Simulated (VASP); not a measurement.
# SnTe (Fm-3m) in VASP: further runs

The runs below take SnTe through atomic charges, electron localisation function, single point, with PBE.

Program: VASP 6.6.1. These are calculated values, not measurements. Logs are shortened: lines on timing, memory, paths and dates and some standing lists are left out, and cuts for length are marked.

## 1. Starting point

Symmetry: Fm-3m, No. 225, cubic system. Conventional cell: a = 6.302 Å, b = 6.302 Å, c = 6.302 Å, α = 90.00°, β = 90.00°, γ = 90.00°. Te (site symmetry m-3m) is surrounded by 6 Sn at 3.15 Å. Sn (site symmetry m-3m) is surrounded by 6 Te at 3.15 Å.

## 2. Atomic charges, PBE

The input, INCAR:

```
SYSTEM = SnTe
ALGO = Normal
EDIFF = 1E-6
ENCUT = 520
GGA = PE
ISIF = 2
ISMEAR = 0
LASPH = .TRUE.
LCHARG = .FALSE.
LORBIT = 11
LREAL = .FALSE.
LWAVE = .FALSE.
NELM = 80
PREC = Accurate
SIGMA = 0.02
```

The input, KPOINTS:

```
k-points
0
G
  7 7 7
  0 0 0
```

The input, POSCAR:

```
SnTe
1.0
    0.0000000000      3.1508500000      3.1508500000
    3.1508500000      0.0000000000      3.1508500000
    3.1508500000      3.1508500000      0.0000000000
Te Sn
1 1
Direct
    0.5000000000      0.5000000000      0.5000000000
    0.0000000000      0.0000000000      0.0000000000
```

Potentials or basis: VASP PAW PBE potentials, release 64 (Te, Sn_d).

Run with:

```bash
$ cat potpaw_PBE.64/Te/POTCAR potpaw_PBE.64/Sn_d/POTCAR > POTCAR
$ mpirun -np 1 vasp_std > vasp.out
```

OUTCAR:

```text
SYSTEM = SnTe
   EDIFF = 1E-6
   ENCUT = 520
   GGA = PE
   ISIF = 2
   ISMEAR = 0
   LASPH = .TRUE.
   LORBIT = 11
   LREAL = .FALSE.
   NELM = 80
   PREC = Accurate

 ion  position               nearest neighbor table
   1  0.500  0.500  0.500-   2 3.15   2 3.15   2 3.15   2 3.15   2 3.15   2 3.15
   2  0.000  0.000  0.000-   1 3.15   1 3.15   1 3.15   1 3.15   1 3.15   1 3.15

  LATTYP: Found a face centered cubic cell.
 ALAT       =     6.3017000000

  Lattice vectors:

 A1 = (   0.0000000000,   3.1508500000,   3.1508500000)
 A2 = (   3.1508500000,   0.0000000000,   3.1508500000)
 A3 = (   3.1508500000,   3.1508500000,   0.0000000000)

Analysis of symmetry for initial positions (statically):
=====================================================================
 Subroutine PRICEL returns:
 Original cell was already a primitive cell.

 Routine SETGRP: Setting up the symmetry group for a
 face centered cubic supercell.

 Subroutine GETGRP returns: Found 48 space group operations
 (whereof 48 operations were pure point group operations)
 out of a pool of 48 trial point group operations.

The static configuration has the point symmetry O_h .

Analysis of symmetry for dynamics (positions and initial velocities):
=====================================================================
 Subroutine PRICEL returns:
 Original cell was already a primitive cell.

 Routine SETGRP: Setting up the symmetry group for a
 face centered cubic supercell.

 Subroutine GETGRP returns: Found 48 space group operations
 (whereof 48 operations were pure point group operations)
 out of a pool of 48 trial point group operations.

The dynamic configuration has the point symmetry O_h .

 Subroutine INISYM returns: Found 48 space group operations
 (whereof 48 operations are pure point group operations),
 and found     1 'primitive' translations

----------------------------------------------------------------------------------------

                                     Primitive cell

  volume of cell :      62.5624

  direct lattice vectors                    reciprocal lattice vectors
     0.000000000  3.150850000  3.150850000    -0.158687338  0.158687338  0.158687338
     3.150850000  0.000000000  3.150850000     0.158687338 -0.158687338  0.158687338
     3.150850000  3.150850000  0.000000000     0.158687338  0.158687338 -0.158687338

  length of vectors
     4.455974803  4.455974803  4.455974803     0.274854533  0.274854533  0.274854533

  position of ions in fractional coordinates (direct lattice)
     0.500000000  0.500000000  0.500000000
     0.000000000  0.000000000  0.000000000

  ion indices of the primitive-cell ions
[... 92 lines left out ...]
  Fermi-wavevector in a.u.,A,eV,Ry     =   1.119387  2.115336 17.048485  1.253028
  Thomas-Fermi vector in A             =   2.256026
   LORBIT       =     11    0 simple, 1 ext, 2 COOP (PROOUT), +10 PAW based schemes
   GGA     = PE    functional components
   LHFCALC =     F    Hartree Fock is set to
   AEXX    =    0.0000 exact exchange contribution
   IVDW    =     0    specifies the selected vdW correction
   LEPSILON=     F    determine dielectric tensor
   LRPA    =     F    only Hartree local field effects (RPA)
 non-spin polarized calculation
 Gauss-broadening in eV      SIGMA  =   0.02
  energy-cutoff  :      520.00
  volume of cell :       62.56
 maximum number of plane-waves:      1705
 NGX is ok and might be reduce to    36
   NGX = 17   NGY = 17   NGZ = 17

 number of electron      19.9999998 magnetization

 Free energy of the ion-electron system (eV)
  ---------------------------------------------------
  ext. energy  EPLUGINS =         0.00000000
  ---------------------------------------------------
  free energy    TOTEN  =        -7.54728167 eV

  energy without entropy =       -7.54728167  energy(sigma->0) =       -7.54728167

 E-fermi :   6.8696     XC(G=0):  -9.4968

 val. band max:        6.7137993832   @ k =   0.4286   0.0000   0.0000
 cond. band min:       7.3753943588   @ k =   0.4286   0.0000   0.0000
 fundamental gap:      0.6615949756
 Fermi energy:         6.8696193830

 k-point     1 :       0.0000    0.0000    0.0000
  band No.  band energies     occupation
      1     -14.9458      2.00000
      2     -14.9458      2.00000
      3     -14.9398      2.00000
      4     -14.9398      2.00000
      5     -14.9398      2.00000
      6      -5.8512      2.00000
      7       2.2782      2.00000
      8       4.8089      2.00000
      9       4.8089      2.00000
     10       4.8089      2.00000
     11      10.3072      0.00000
     12      10.3072      0.00000
     13      10.3072      0.00000
     14      11.7061      0.00000
[... 309 lines left out ...]
      1     -14.9575      2.00000
      2     -14.9461      2.00000
      3     -14.9377      2.00000
      4     -14.9348      2.00000
      5     -14.9296      2.00000
      6      -4.2150      2.00000
      7      -0.5301      2.00000
      8       2.0039      2.00000
      9       2.7226      2.00000
     10       5.7284      2.00000
     11       8.1476      0.00000
     12      11.0805      0.00000
     13      11.9898      0.00000
     14      12.2242      0.00000

------------------------ aborting loop because EDIFF is reached ----------------------------------------

  FORCE on cell =-STRESS in cart. coord.  units (eV):
  Direction    XX          YY          ZZ          XY          YZ          ZX
  --------------------------------------------------------------------------------------
  -------------------------------------------------------------------------------------
  Total        0.8473919      0.8473919      0.8473919      0.0000000     -0.0000000      0.0000000
  in kB       21.7010979     21.7010979     21.7010979      0.0000000     -0.0000000      0.0000000
  external PRESSURE =      21.7010979 kB  Pullay stress =       0.0000000 kB

 VOLUME and BASIS-vectors are now :
 -----------------------------------------------------------------------------
  energy-cutoff  :      520.00
  volume of cell :       62.56
      direct lattice vectors                 reciprocal lattice vectors
     0.000000000  3.150850000  3.150850000    -0.158687338  0.158687338  0.158687338
     3.150850000  0.000000000  3.150850000     0.158687338 -0.158687338  0.158687338
     3.150850000  3.150850000  0.000000000     0.158687338  0.158687338 -0.158687338

 POSITION                                       TOTAL-FORCE (eV/Angst)
 -----------------------------------------------------------------------------------
      3.15085      3.15085      3.15085         0.000000     -0.000000     -0.000000
      0.00000      0.00000      0.00000        -0.000000      0.000000      0.000000
 -----------------------------------------------------------------------------------
    total drift:                               -0.000000      0.000000      0.000000

  FREE ENERGIE OF THE ION-ELECTRON SYSTEM (eV)
  ---------------------------------------------------
  free  energy   TOTEN  =        -7.5472816744 eV

  energy  without entropy=       -7.5472816744  energy(sigma->0) =       -7.54728167

 total charge

# of ion       s       p       d       tot
------------------------------------------
    1        1.385   1.966   0.030   3.381
    2        1.368   0.739   9.985  12.091
--------------------------------------------------
tot          2.752   2.705  10.015  15.472
```

OSZICAR:

```text
N       E                     dE             d eps       ncg     rms          rms(c)
DAV:   1     0.125754538066E+03    0.12575E+03   -0.97560E+03   566   0.164E+03
DAV:   2     0.387385105512E+01   -0.12188E+03   -0.11986E+03   584   0.376E+02
DAV:   3    -0.727287256195E+01   -0.11147E+02   -0.10986E+02   722   0.101E+02
DAV:   4    -0.758491702192E+01   -0.31204E+00   -0.31188E+00   686   0.185E+01
DAV:   5    -0.759611862966E+01   -0.11202E-01   -0.11201E-01   786   0.331E+00    0.476E+00
DAV:   6    -0.754557139138E+01    0.50547E-01   -0.12792E-01   700   0.280E+00    0.301E+00
DAV:   7    -0.754703663281E+01   -0.14652E-02   -0.51373E-02   700   0.132E+00    0.776E-01
DAV:   8    -0.754714496019E+01   -0.10833E-03   -0.71832E-03   668   0.793E-01    0.175E-01
DAV:   9    -0.754727018877E+01   -0.12523E-03   -0.49952E-04   708   0.247E-01    0.293E-02
DAV:  10    -0.754727591625E+01   -0.57275E-05   -0.61759E-05   642   0.763E-02    0.171E-02
DAV:  11    -0.754728205348E+01   -0.61372E-05   -0.34810E-05   602   0.524E-02    0.227E-02
DAV:  12    -0.754728167443E+01    0.37905E-06   -0.25984E-06   644   0.128E-02
   1 F= -.75472817E+01 E0= -.75472817E+01  d E =-.114476E-29
```

Wall time 8.5 s (1 thread of Intel Xeon 6975P-C (Granite Rapids), shared host); peak memory 0.21 GiB.

What came out:

```yaml
Free_energy: -7.5473 eV
Pressure: 2.2 GPa
Valence_electrons_inside_the_program's_atomic_spheres: Te 3.38; Sn 12.09
```

Levels at points of the mesh, in eV from the Fermi level:
```csv
k point,band 8,band 9,band 10,band 11,band 12,band 13
"(0.00, 0.00, 0.00)",-2.06,-2.06,-2.06,3.44,3.44,3.44
```

Caveat: this odd mesh misses L, where the gap lies, so gap, dielectric constants and Born charges aren't listed.

## 3. Electron localisation function, PBE

The input, INCAR:

```
SYSTEM = SnTe
PREC = Accurate
ENCUT = 520
EDIFF = 1E-6
ISMEAR = 0
SIGMA = 0.02
LREAL = .FALSE.
LASPH = .TRUE.
NELM = 60
ALGO = Normal
ISIF = 2
LWAVE = .FALSE.
LCHARG = .TRUE.
GGA = PE
LELF = .TRUE.
```

The input, KPOINTS:

```
Automatic mesh
0
G
  7 7 7
  0 0 0
```

POSCAR is that of step 2.

Potentials or basis: VASP PAW PBE potentials, release 64 (Te, Sn_d).

Run with:

```bash
$ cat potpaw_PBE.64/Te/POTCAR potpaw_PBE.64/Sn_d/POTCAR > POTCAR
$ mpirun -np 1 vasp_std > vasp.out
```

OUTCAR:

```text
SYSTEM = SnTe
   PREC = Accurate
   ENCUT = 520
   EDIFF = 1E-6
   ISMEAR = 0
   LREAL = .FALSE.
   LASPH = .TRUE.
   NELM = 60
   ISIF = 2
   GGA = PE

 ion  position               nearest neighbor table
   1  0.500  0.500  0.500-   2 3.15   2 3.15   2 3.15   2 3.15   2 3.15   2 3.15
   2  0.000  0.000  0.000-   1 3.15   1 3.15   1 3.15   1 3.15   1 3.15   1 3.15

  LATTYP: Found a face centered cubic cell.
 ALAT       =     6.3017000000

  Lattice vectors:

 A1 = (   0.0000000000,   3.1508500000,   3.1508500000)
 A2 = (   3.1508500000,   0.0000000000,   3.1508500000)
[... 521 lines left out ...]

  FORCE on cell =-STRESS in cart. coord.  units (eV):
  Direction    XX          YY          ZZ          XY          YZ          ZX
  --------------------------------------------------------------------------------------
  -------------------------------------------------------------------------------------
  Total        0.8473919      0.8473919      0.8473919      0.0000000     -0.0000000      0.0000000
  in kB       21.7010979     21.7010979     21.7010979      0.0000000     -0.0000000      0.0000000
  external PRESSURE =      21.7010979 kB  Pullay stress =       0.0000000 kB

 VOLUME and BASIS-vectors are now :
 -----------------------------------------------------------------------------
  energy-cutoff  :      520.00
  volume of cell :       62.56
      direct lattice vectors                 reciprocal lattice vectors
     0.000000000  3.150850000  3.150850000    -0.158687338  0.158687338  0.158687338
     3.150850000  0.000000000  3.150850000     0.158687338 -0.158687338  0.158687338
     3.150850000  3.150850000  0.000000000     0.158687338  0.158687338 -0.158687338

 POSITION                                       TOTAL-FORCE (eV/Angst)
 -----------------------------------------------------------------------------------
      3.15085      3.15085      3.15085         0.000000     -0.000000     -0.000000
      0.00000      0.00000      0.00000        -0.000000      0.000000      0.000000
 -----------------------------------------------------------------------------------
    total drift:                               -0.000000      0.000000      0.000000

  FREE ENERGIE OF THE ION-ELECTRON SYSTEM (eV)
  ---------------------------------------------------
  free  energy   TOTEN  =        -7.5472816744 eV

  energy  without entropy=       -7.5472816744  energy(sigma->0) =       -7.54728167
```

stdout:

```text
POSCAR found type information on POSCAR TeSn
 POSCAR found :  2 types and       2 ions
 scaLAPACK will be used
 LDA part: xc-table for (Slater+PW92), standard interpolation
 POSCAR, INCAR and KPOINTS ok, starting setup
 FFT: planning ... GRIDC
 FFT: planning ... GRID_SOFT
 FFT: planning ... GRID
 WAVECAR not read
 entering main loop
```

It took 8.8 s on 1 thread of Intel Xeon 6975P-C (Granite Rapids), shared host; peak memory 0.2 GiB.

What came out:

```
Free energy : -7.5473 eV
Pressure    : 2.2 GPa
```

Caveat: this odd mesh misses L, where the gap lies, so gap, dielectric constants and Born charges aren't listed. Spin-orbit coupling is left out, which matters for the levels of Te.

## 4. Single point, PBE

The input, INCAR:

```
SYSTEM = SnTe
PREC     = Accurate       ! precision mode
ENCUT    = 520            ! plane-wave cutoff, eV
EDIFF    = 1E-7           ! SCF threshold, eV
ISMEAR   = 0              ! smearing method
SIGMA    = 0.03           ! smearing width, eV
LREAL    = .False.        ! projectors in reciprocal space
LASPH    = .True.         ! aspherical terms in the spheres
NELM     = 100            ! most SCF steps
ALGO     = Normal         ! electronic algorithm
ISIF     = 2              ! what is computed and relaxed
LWAVE    = .False.        ! write WAVECAR
LCHARG   = .False.        ! write CHGCAR
GGA      = PE             ! functional
NBANDS   = 17             ! bands
```

The input, KPOINTS:

```
regular mesh
0
Gamma
  7 7 7
  0 0 0
```

POSCAR is that of step 3.

Run with:

```bash
$ cat potpaw_PBE.64/Te/POTCAR potpaw_PBE.64/Sn_d/POTCAR > POTCAR
$ mpirun -np 1 vasp_std > vasp.out
```

Wall time 12 s (1 thread of Intel Xeon 6975P-C (Granite Rapids), shared host); peak memory 0.2 GiB.

The run converged. Its results:

```
Free energy : -7.5473 eV
Pressure    : 2.2 GPa
```

Levels at points of the mesh, in eV from the Fermi level:
```tsv
k point	band 6	band 7	band 8	band 9	band 10	band 11	band 12	band 13	band 14	band 15
(0.00, 0.00, 0.00)	-12.77	-4.64	-2.11	-2.11	-2.11	3.39	3.39	3.39	4.79	4.79
```

Caveat: this odd mesh misses L, where the gap lies, so gap, dielectric constants and Born charges aren't listed. Spin-orbit coupling is left out, which matters for the levels of Te.

## 5. Single point, PBE

The input, INCAR:

```
SYSTEM = SnTe
PREC = Accurate ; ENCUT = 520
EDIFF = 1E-6 ; ISMEAR = 0
SIGMA = 0.023 ; LREAL = .False.
LASPH = .True. ; NELM = 60
ALGO = Normal ; ISIF = 2
LWAVE = .False. ; LCHARG = .False.
GGA = PE ; NBANDS = 17
```

The input, KPOINTS:

```
Automatic mesh
0
Gamma
  7 7 7
  0 0 0
```

POSCAR is that of step 4.

Run with:

```bash
$ cat potpaw_PBE.64/Te/POTCAR potpaw_PBE.64/Sn_d/POTCAR > POTCAR
$ mpirun -np 1 vasp_std > vasp.out
```

It took 12 s on 1 thread of Intel Xeon Platinum 8488C (Sapphire Rapids), shared host; peak memory 0.2 GiB.

Results (log left out):

* Free energy: -7.5473 eV
* Pressure: 2.2 GPa

Levels at points of the mesh, in eV from the Fermi level:
```tsv
k point	band 7	band 8	band 9	band 10	band 11	band 12	band 13	band 14
(0.00, 0.00, 0.00)	-4.54	-2.01	-2.01	-2.01	3.49	3.49	3.49	4.89
```

Caveat: this odd mesh misses L, where the gap lies, so gap, dielectric constants and Born charges aren't listed. The run has no spin-orbit coupling, so splittings on Te are missing.

## 6. Single point, PBE

The input, INCAR:

```
PREC     = Accurate       # precision mode
ENCUT    = 520            # plane-wave cutoff, eV
EDIFF    = 1E-6           # SCF threshold, eV
ISMEAR   = 0              # smearing method
SIGMA    = 0.028999999999999998 # smearing width, eV
LREAL    = False          # projectors in reciprocal space
LASPH    = True           # aspherical terms in the spheres
NELM     = 100            # most SCF steps
ALGO     = Fast           # electronic algorithm
ISIF     = 2              # what is computed and relaxed
LWAVE    = False          # write WAVECAR
LCHARG   = False          # write CHGCAR
GGA      = PE             # functional
NBANDS   = 17             # bands
```

The input, KPOINTS:

```
Automatic mesh
0
Gamma
  7 7 7
```

POSCAR is that of step 5.

Potentials or basis: VASP PAW PBE potentials, release 64 (Te, Sn_d).

Run with:

```bash
$ cat potpaw_PBE.64/Te/POTCAR potpaw_PBE.64/Sn_d/POTCAR > POTCAR
$ mpirun -np 1 vasp_std > vasp.out
```

It took 10 s on 1 thread of Intel Xeon 6975P-C (Granite Rapids), shared host; peak memory 0.21 GiB.

Results (log left out):

* Free energy: -7.5473 eV
* Pressure: 2.2 GPa

Levels at points of the mesh, in eV from the Fermi level:
```tsv
k point	band 6	band 7	band 8	band 9	band 10	band 11	band 12	band 13	band 14	band 15
(0.00, 0.00, 0.00)	-12.77	-4.64	-2.11	-2.11	-2.11	3.39	3.39	3.39	4.78	4.78
```

Caveat: this odd mesh misses L, where the gap lies, so gap, dielectric constants and Born charges aren't listed. The run has no spin-orbit coupling, so splittings on Te are missing.

## 7. The reference run

An earlier run on the cell as given: functional PBE; potentials or basis VASP PAW PBE potentials, release 64 (Te, Sn_d); cutoff 520 eV; k mesh 7 × 7 × 7; occupations fermi-dirac, width 0.05 eV; no spin polarisation.

- Pressure: 2.2 GPa

## 8. Overview

| task | smearing | pressure (GPa) |
| --- | --- | --- |
| atomic charges | gaussian 0.02 eV | 2.2 |
| electron localisation function | gaussian 0.02 eV | 2.2 |
| single point | gaussian 0.03 eV | 2.2 |
| single point | gaussian 0.023 eV | 2.2 |
| single point | gaussian 0.029 eV | 2.2 |
| single point | fermi-dirac 0.05 eV | 2.2 |

Alike in all rows: level PBE; potentials or basis VASP PAW PBE potentials, release 64 (Te, Sn_d); no spin polarisation; cell as given; k mesh 7 × 7 × 7; cutoff (eV) 520.

Absolute energies hang on the potentials; compare differences alone.
